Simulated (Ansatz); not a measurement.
LiF (Fm-3m) from a database of computed structures was relaxed with 5 functionals in Ansatz, cell and atoms free, the symmetry of the start kept (meshes: PBE 10×10×10, r2SCAN 10×10×10, PBEsol 10×10×10, LDA 10×10×10, HSE06 6×6×6). Calculated for a static, non-magnetic cell.

The PBEsol result:
Space group Fm-3m (No. 225). a = 4.008 Å, b = 4.008 Å, c = 4.008 Å, α = 90.00°, β = 90.00°, γ = 90.00°
```csv
atom,site,symmetry,x,y,z
Li,4a,m-3m,0.0000,0.0000,0.0000
F,4b,m-3m,0.5000,0.0000,0.0000
```

The symmetry is Fm-3m (No. 225, cubic); a = 4.008 Å in the conventional setting, 8.05 Å³ an atom. Li has 6 F at 2.00 Å; F has 6 Li at 2.00 Å.

Q: What lattice does r2SCAN give?

A: a = 3.990 Å; the volume differs by -1.3 % from PBEsol's. Li is surrounded by 6 F at 2.00 Å; F is surrounded by 6 Li at 2.00 Å.

Q: What lattice does HSE06 give?

A: a = 4.011 Å; the volume differs by +0.2 % from PBEsol's. Li has 6 F at 2.01 Å; F has 6 Li at 2.01 Å.

Q: Held at the r2SCAN cell, what mean stress does LDA find, and does its sign point to its own minimum?

A: Yes. LDA -4.70 GPa, and its relaxed volume is -6.0 % from r2SCAN's. Compression counts positive, so a positive stress asks for a larger cell.
